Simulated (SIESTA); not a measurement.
**K under changes of volume**

One of the cells (80.089 Å³/atom); the others are scaled copies at fixed shape and fractional positions:

```xyz
1
Lattice="-2.7154 2.7154 2.7154 2.7154 -2.7154 2.7154 2.7154 2.7154 -2.7154" Properties=species:S:1:pos:R:3 pbc="T T T"
K     0.0000    0.0000    0.0000
```

* Program: SIESTA 5.4.2
* Functional: PBEsol
* Potentials or basis: PseudoDojo 0.4 standard (PBEsol files)
* Basis: DZP (energy shift 0.003 Ry; two zetas on semicore shells; d shell added on K)
* Grid cutoff: 800 Ry
* Energy shift: 0.003 Ry
* k mesh: 7 × 7 × 7
* Occupations: fermi-dirac, width 0.05 eV
* Spin: no spin polarisation

```tsv
volume (Å³/atom)	energy over the lowest point (meV/atom)	pressure (GPa)
73.807	0.00	-0.2
75.378	2.34	-0.3
76.948	5.36	-0.3
80.089	13.23	-0.5
81.659	17.95	-0.5
83.230	?	?
```

Question: What does the run at 83.230 Å³/atom give?

Answer: Energy over the lowest point 23.12 meV/atom; pressure -0.5 GPa.

Worked out: A Birch-Murnaghan fit of order 3 (a polynomial in V^(-2/3)) to the other rows has no minimum within the range. It gives 23.14 meV/atom at 83.230 Å³/atom, against the run's 23.12, and -dE/dV = -0.6 GPa, against -0.5.

Energies are extrapolated to zero smearing.

Caveats: the basis of atomic orbitals isn't converged, which shifts pressures, moduli and gaps.
